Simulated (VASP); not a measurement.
# WS2 (R3m) in VASP: further runs

The runs below take WS2 through single point, with PBE+D3(BJ).

Program: VASP 6.6.1. These are calculated values, not measurements. Logs are shortened: lines on timing, memory, paths and dates and some standing lists are left out, and cuts for length are marked.

**1. The cell of the first run**

It takes space group R3m (No. 160, trigonal). Conventional cell: a = 3.158 Å, b = 3.158 Å, c = 17.565 Å, α = 90.00°, β = 90.00°, γ = 120.00°. W (site symmetry 3m) has 6 S at 2.34 to 2.36 Å as nearest neighbours. Around S (site symmetry 3m) lie 3 W at 2.34 Å. S (site symmetry 3m) has 3 W at 2.36 Å as nearest neighbours.

Measurements of this composition are mostly on another form, of space group No. 194.

**2. Single point, PBE+D3(BJ) (strain +0.000 along x and y, -0.050 along z, atoms carried along)**

INCAR reads:

```
SYSTEM = WS2
  ALGO = Fast
  EDIFF = 1E-7
  ENCUT = 520
  GGA = PE
  ISIF = 2
  ISMEAR = 0
  IVDW = 12
  LASPH = .TRUE.
  LCHARG = .FALSE.
  LREAL = .FALSE.
  LWAVE = .FALSE.
  NBANDS = 20
  NELM = 100
  PREC = Accurate
  SIGMA = 0.05
```

KPOINTS reads:

```
k-points
0
G
  12 12 12
  0 0 0
```

POSCAR reads:

```
WS2
1.0
    1.5790003843      0.9116362969      5.8551635000
   -1.5790003843      0.9116362969      5.8551635000
    0.0000000000     -1.8232725938      5.8551635000
W S
1 2
Direct
    0.0000000000      0.0000000000      0.0000000000
    0.7503000000      0.7503000000      0.7503000000
    0.5810000000      0.5810000000      0.5810000000
```

Potentials or basis: VASP PAW PBE potentials, release 64 (W_sv, S).

The run is started by

```
cat potpaw_PBE.64/W_sv/POTCAR potpaw_PBE.64/S/POTCAR > POTCAR
mpirun -np 1 vasp_std > vasp.out
```

OUTCAR:

```text
SYSTEM = WS2
   EDIFF = 1E-7
   ENCUT = 520
   GGA = PE
   ISIF = 2
   ISMEAR = 0
   IVDW = 12
   LASPH = .TRUE.
   LREAL = .FALSE.
   NELM = 100
   PREC = Accurate
 IVDW          = 12

 ion  position               nearest neighbor table
   1  0.000  0.000  0.000-   2 2.34   2 2.34   2 2.34   3 2.36   3 2.36   3 2.36
   2  0.750  0.750  0.750-   1 2.34   1 2.34   1 2.34
   3  0.581  0.581  0.581-   1 2.36   1 2.36   1 2.36

  LATTYP: Found a trigonal (rhomboedric) cell.
 ALAT       =     6.1324760548
 COS(alpha) =     0.8674063442

  Lattice vectors:

 A1 = (   1.5790003843,   0.9116362969,   5.8551635000)
 A2 = (  -1.5790003843,   0.9116362969,   5.8551635000)
 A3 = (   0.0000000000,  -1.8232725938,   5.8551635000)

Analysis of symmetry for initial positions (statically):
=====================================================================
 Subroutine PRICEL returns:
 Original cell was already a primitive cell.

 Routine SETGRP: Setting up the symmetry group for a
 trigonal (rhombohedral) supercell.

 Subroutine GETGRP returns: Found  6 space group operations
 (whereof  6 operations were pure point group operations)
 out of a pool of 12 trial point group operations.

The static configuration has the point symmetry C_3v.

Analysis of symmetry for dynamics (positions and initial velocities):
=====================================================================
 Subroutine PRICEL returns:
 Original cell was already a primitive cell.

 Routine SETGRP: Setting up the symmetry group for a
 trigonal (rhombohedral) supercell.

 Subroutine GETGRP returns: Found  6 space group operations
 (whereof  6 operations were pure point group operations)
 out of a pool of 12 trial point group operations.

The dynamic configuration has the point symmetry C_3v.

 Subroutine INISYM returns: Found  6 space group operations
 (whereof  6 operations are pure point group operations),
 and found     1 'primitive' translations

----------------------------------------------------------------------------------------

                                     Primitive cell

  volume of cell :      50.5701

  direct lattice vectors                    reciprocal lattice vectors
     1.579000384  0.911636297  5.855163500     0.316656034  0.182821447  0.056929808
    -1.579000384  0.911636297  5.855163500    -0.316656034  0.182821447  0.056929808
[... 87 lines left out ...]
   EDIFF  = 0.1E-06   stopping-criterion for ELM
   LREAL  =      F    real-space projection
   EDIFFG = 0.1E-05   stopping-criterion for IOM
   NSW    =      0    number of steps for IOM
   IBRION =     -1    ionic relax: 0-MD 1-quasi-New 2-CG
   NFREE  =      0    steps in history (QN), initial steepest desc. (CG)
   ISIF   =      2    stress and relaxation
   ISYM   =      2    0-nonsym 1-usesym 2-fastsym
   POTIM  = 0.5000    time-step for ionic-motion
   TEBEG  =    0.0;   TEEND  =   0.0 temperature during run
   PSTRESS=    0.0 pullay stress
   NELECT =      26.0000    total number of electrons
   NUPDOWN=      -1.0000    fix difference up-down
   EMIN   =  10.00;   EMAX   =-10.00  energy-range for DOS
   EFERMI =   0.00;   METHOD = LEGACY
   ISMEAR =     0;   SIGMA  =   0.05  broadening in eV -4-tet -1-fermi 0-gaus
   EFERMI_NEDOS =   21; number of points for ismear=-14 and -15
   IALGO  =     68    algorithm
   IMIX   =      4    mixing-type and parameters
     AMIX     =   0.40;   BMIX     =  1.00
     AMIX_MAG =   1.60;   BMIX_MAG =  1.00
  volume/ion in A,a.u.               =      16.86       113.75
  Fermi-wavevector in a.u.,A,eV,Ry     =   1.311499  2.478373 23.402418  1.720029
  Thomas-Fermi vector in A             =   2.441956
   LORBIT       =      0    0 simple, 1 ext, 2 COOP (PROOUT), +10 PAW based schemes
   GGA     = PE    functional components
   LHFCALC =     F    Hartree Fock is set to
   AEXX    =    0.0000 exact exchange contribution
   IVDW    =    12    specifies the selected vdW correction
   LEPSILON=     F    determine dielectric tensor
   LRPA    =     F    only Hartree local field effects (RPA)
 non-spin polarized calculation
 RMM-DIIS sequential band-by-band and
 Gauss-broadening in eV      SIGMA  =   0.05
  energy-cutoff  :      520.00
  volume of cell :       50.57
 maximum number of plane-waves:      1378
 NGX is ok and might be reduce to    48
   NGX = 23   NGY = 23   NGZ = 23

 number of electron      26.0000001 magnetization

 Free energy of the ion-electron system (eV)
  ---------------------------------------------------
  ext. energy  EPLUGINS =         0.00000000
  ---------------------------------------------------
  free energy    TOTEN  =       -23.38229759 eV

  energy without entropy =      -23.38229759  energy(sigma->0) =      -23.38229759

 E-fermi :   8.8064     XC(G=0): -11.2101

 val. band max:        8.5922267949   @ k =   0.5000   0.5000   0.5000
 cond. band min:       9.0658279293   @ k =  -0.1667   0.5000   0.1667
 fundamental gap:      0.4736011344
 Fermi energy:         8.8063871659

 k-point     1 :       0.0000    0.0000    0.0000
  band No.  band energies     occupation
      1     -66.4157      2.00000
      2     -30.7159      2.00000
      3     -30.5641      2.00000
      4     -30.5641      2.00000
      5      -7.8980      2.00000
      6      -5.4554      2.00000
[... 541 lines left out ...]
     19      16.5123      0.00000
     20      16.8025      0.00000

 [... further k-points ...]

------------------------ aborting loop because EDIFF is reached ----------------------------------------

 Edisp (eV)   -1.35309

 E8    (eV) :    -0.5691

  FORCE on cell =-STRESS in cart. coord.  units (eV):
  Direction    XX          YY          ZZ          XY          YZ          ZX
  --------------------------------------------------------------------------------------
  -------------------------------------------------------------------------------------
  Total       2.22089     2.22089     5.68045     0.00000     0.00000     0.00000
  in kB      70.36282    70.36282   179.96964     0.00000     0.00000     0.00000
  external pressure =      106.90 kB  Pullay stress =        0.00 kB

 VOLUME and BASIS-vectors are now :
 -----------------------------------------------------------------------------
  energy-cutoff  :      520.00
  volume of cell :       50.57
      direct lattice vectors                 reciprocal lattice vectors
     1.579000384  0.911636297  5.855163500     0.316656034  0.182821447  0.056929808
    -1.579000384  0.911636297  5.855163500    -0.316656034  0.182821447  0.056929808
     0.000000000 -1.823272594  5.855163500     0.000000000 -0.365642893  0.056929808

 POSITION                                       TOTAL-FORCE (eV/Angst)
 -----------------------------------------------------------------------------------
      0.00000      0.00000      0.00000         0.000000     -0.000000     -0.673157
      0.00000      0.00000     13.17939         0.000000      0.000000      2.235982
      0.00000      0.00000     10.20555         0.000000     -0.000000     -1.562825
 -----------------------------------------------------------------------------------
    total drift:                                0.000000      0.000000     -0.000013

  FREE ENERGIE OF THE ION-ELECTRON SYSTEM (eV)
  ---------------------------------------------------
  free  energy   TOTEN  =       -24.7353858567 eV

  energy  without entropy=      -24.7353858567  energy(sigma->0) =      -24.73538586
```

stdout:

```text
POSCAR found type information on POSCAR W S
 POSCAR found :  2 types and       3 ions
 scaLAPACK will be used
 LDA part: xc-table for (Slater+PW92), standard interpolation
 POSCAR, INCAR and KPOINTS ok, starting setup
 FFT: planning ... GRIDC
 FFT: planning ... GRID_SOFT
 FFT: planning ... GRID
 WAVECAR not read
 entering main loop
```

Wall time 8.9 min (1 thread of AMD EPYC 9R45 (Zen 5), shared host); peak memory 0.41 GiB.

What came out:

```
Free energy                : -24.7354 eV
Pressure                   : 10.7 GPa
Largest force              : 2.236 eV/Å
Band gap on the k mesh     : 0.47 eV, indirect (least direct gap 1.68 eV)
Dispersion energy per atom : -0.451 eV
```

Forces in eV/Å, atoms in the order of the input:
```
W    0.000  0.000 -0.673
S    0.000  0.000  2.236
S    0.000  0.000 -1.563
```

Caveat: spin-orbit coupling is left out, which moves the levels of the heavy elements; forces of over 1 eV/Å show positions far from the minimum, so gaps and moduli don't describe the material at rest. A k mesh can miss the band edges.

(Continued in part 2 of 2.)
